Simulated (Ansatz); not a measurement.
# PbSe: single points about a listed cell

How do energy, forces, pressure and gap of PbSe change under moves of single atoms, further strains and shifts, swapped elements, distortions that keep the symmetry, other functionals? Each case is one self-consistent run.

Computed with Ansatz 0.2.0 (DFT PBEsol, scalar-relativistic, plane waves, PAW, unless a step's input says otherwise).

## Step 1: Starting point

It takes space group Pm-3m (No. 221, cubic). Conventional cell: a = 3.784 Å, b = 3.784 Å, c = 3.784 Å, α = 90.00°, β = 90.00°, γ = 90.00°. Pb (site symmetry m-3m) has 8 Se at 3.28 Å as nearest neighbours. Se (site symmetry m-3m) has 8 Pb at 3.28 Å as nearest neighbours.

Coordinates:

```
Pb Se
1.0
     3.78432    0.00000    0.00000
     0.00000    3.78432    0.00000
     0.00000    0.00000    3.78432
Pb Se
1 1
Direct
  0.00000 0.00000 0.00000
  0.50000 0.50000 0.50000
```

The structure comes from the Materials Project (structure only).

## Step 2: One atom moved

Against the listed cell: atom 1 (Pb) moved by 0.37 Å.

input.yaml

```yaml
crystal:
  lattice:
    - [3.784322, 0.0, 0.0]
    - [0.0, 3.784322, 0.0]
    - [0.0, 0.0, 3.784322]
  atoms:
    - { symbol: Pb, position: [-0.0231719182, 0.0421924984, -0.086615251] }
    - { symbol: Se, position: [0.5, 0.5, 0.5] }
basis:
  ecutwfc: 420
kpoints:
  mp_grid: { grid: [10, 10, 10] }
hamiltonian:
  xc: pbesol
scf:
  occupations: { method: gaussian, width: 0.1 }
output:
  forces: true
  stress: true
  eigenvalues: true
```

Command:

```sh
$ ansatz run input.yaml --threads 1 --pin off --max-ram 1331MiB --backend cpu --events-out ev --progress --plain --runs-dir out
```

## Step 3: A distortion that keeps the symmetry

input.yaml

```yaml
crystal:
  lattice:
    - [3.6824102085, 0.0, 0.0]
    - [0.0, 3.6824102085, 0.0]
    - [0.0, 0.0, 3.6824102085]
  atoms:
    - { symbol: Pb, position: [0.0, 0.0, 0.0] }
    - { symbol: Se, position: [0.5, 0.5, 0.5] }
basis:
  ecutwfc: 420
kpoints:
  mp_grid: { grid: [12, 12, 12] }
hamiltonian:
  xc: pbesol
scf:
  occupations: { method: gaussian, width: 0.1 }
output:
  forces: true
  stress: true
  eigenvalues: true
```

## Step 4: One element swapped, cell strained: Se → O, first probe

input.yaml

```yaml
crystal:
  lattice:
    - [3.2618256124, 0.0, 0.0]
    - [0.0, 3.2618256124, 0.0]
    - [0.0, 0.0, 3.2618256124]
  atoms:
    - { symbol: Pb, position: [0.0, 0.0, 0.0] }
    - { symbol: O, position: [0.5, 0.5, 0.5] }
basis:
  ecutwfc: 420
kpoints:
  mp_grid: { grid: [6, 6, 6] }
hamiltonian:
  xc: pbesol
scf:
  occupations: { method: gaussian, width: 0.1 }
output:
  forces: true
  stress: true
  eigenvalues: true
```

## Step 5: Substitution of an element, cell strained: Se → O

input.yaml, as its differences from that of step 4:

```diff
@@ -11,3 +11,3 @@
 kpoints:
-  mp_grid: { grid: [6, 6, 6] }
+  mp_grid: { grid: [12, 12, 12] }
 hamiltonian:
@@ -15,3 +15,3 @@
 scf:
-  occupations: { method: gaussian, width: 0.1 }
+  occupations: { method: gaussian, width: 0.02 }
 output:
```

## Step 6: Another functional, on a distorted cell: r2SCAN

input.yaml

```yaml
crystal:
  lattice:
    - [3.8973596981, 0.0, 0.0]
    - [0.0, 3.8973596981, 0.0]
    - [0.0, 0.0, 3.8973596981]
  atoms:
    - { symbol: Pb, position: [0.0, 0.0, 0.0] }
    - { symbol: Se, position: [0.5, 0.5, 0.5] }
basis:
  ecutwfc: 500
kpoints:
  mp_grid: { grid: [12, 12, 12] }
hamiltonian:
  xc: r2scan
scf:
  occupations: { method: gaussian, width: 0.1 }
output:
  forces: true
  stress: true
  eigenvalues: true
```

## Step 7: A change within the space group

input.yaml

```yaml
crystal:
  lattice:
    - [3.8689772831, 0.0, 0.0]
    - [0.0, 3.8689772831, 0.0]
    - [0.0, 0.0, 3.8689772831]
  atoms:
    - { symbol: Pb, position: [0.0, 0.0, 0.0] }
    - { symbol: Se, position: [0.5, 0.5, 0.5] }
basis:
  ecutwfc: 420
kpoints:
  mp_grid: { grid: [12, 12, 12] }
hamiltonian:
  xc: pbesol
scf:
  occupations: { method: gaussian, width: 0.1 }
output:
  forces: true
  stress: true
  eigenvalues: true
```

## Step 8: Functional and cell changed: r2SCAN

input.yaml

```yaml
crystal:
  lattice:
    - [3.875826906, 0.0, 0.0]
    - [0.0, 3.875826906, 0.0]
    - [0.0, 0.0, 3.875826906]
  atoms:
    - { symbol: Pb, position: [0.0, 0.0, 0.0] }
    - { symbol: Se, position: [0.5, 0.5, 0.5] }
basis:
  ecutwfc: 500
kpoints:
  mp_grid: { grid: [12, 12, 12] }
hamiltonian:
  xc: r2scan
scf:
  occupations: { method: gaussian, width: 0.1 }
output:
  forces: true
  stress: true
  eigenvalues: true
  populations: true
```

## Step 9: A change within a subgroup

input.yaml

```yaml
crystal:
  lattice:
    - [3.8166779531, -0.15137288, -0.15137288]
    - [-0.15137288, 3.8166779531, -0.15137288]
    - [-0.15137288, -0.15137288, 3.8166779531]
  atoms:
    - { symbol: Pb, position: [0.0, 0.0, 0.0] }
    - { symbol: Se, position: [0.5, 0.5, 0.5] }
basis:
  ecutwfc: 420
kpoints:
  mp_grid: { grid: [9, 9, 9] }
hamiltonian:
  xc: pbesol
scf:
  occupations: { method: gaussian, width: 0.1 }
output:
  forces: true
  stress: true
  eigenvalues: true
```

Before running it: what results should come out? Wanted: for each run, case; energy; pressure; largest force.

**Answer**, as computed:

| step | case | energy (meV/atom) | pressure (GPa) | largest force (eV/Å) | gap on the mesh (eV) |
| --- | --- | --- | --- | --- | --- |
| 2 | one atom moved | +0.0 | -1.4 | 0.13 | 0.00 |
| 3 | a distortion that keeps the symmetry | +8.9* | 0.9 | 0.00 | 0.00 |
| 5 | substitution of an element, cell strained: Se → O | n/a | -8.3 | 0.00 | 0.16 |
| 6 | another functional, on a distorted cell: r2SCAN | n/a | -4.5 | 0.00 | 0.00 |
| 7 | a change within the space group | +76.3* | -5.5 | 0.00 | 0.00 |
| 8 | functional and cell changed: r2SCAN | n/a | -3.9 | 0.00 | 0.00 |
| 9 | a change within a subgroup | +56.6* | -3.4 | 0.00 | 0.00 |

Energies are counted from step 2, with the smearing taken to zero; a star marks another k mesh, which can shift energies by itself, so starred rows don't rank against the others. Other atoms or functionals have another zero of energy (n/a). A gap of 0.00 means none on the mesh at this level.

**Reading.** Among the distorted cells of the listed formula and level the largest force, 0.13 eV/Å, comes in step 2, shared by 2 atoms. The pressure is 0.9 GPa in the smallest cell and -5.5 GPa in the largest; between them shape and moved atoms count too. The distorted cells of the listed formula and level show no gap on the mesh. These runs have no spin-orbit coupling; with Pb it would split and shift bands.

These are semilocal Kohn-Sham gaps, which aren't the measured quantity. Such gaps usually fall short of the measured ones; spin-orbit coupling, left out here, narrows gaps with Pb, so the two errors partly cancel.
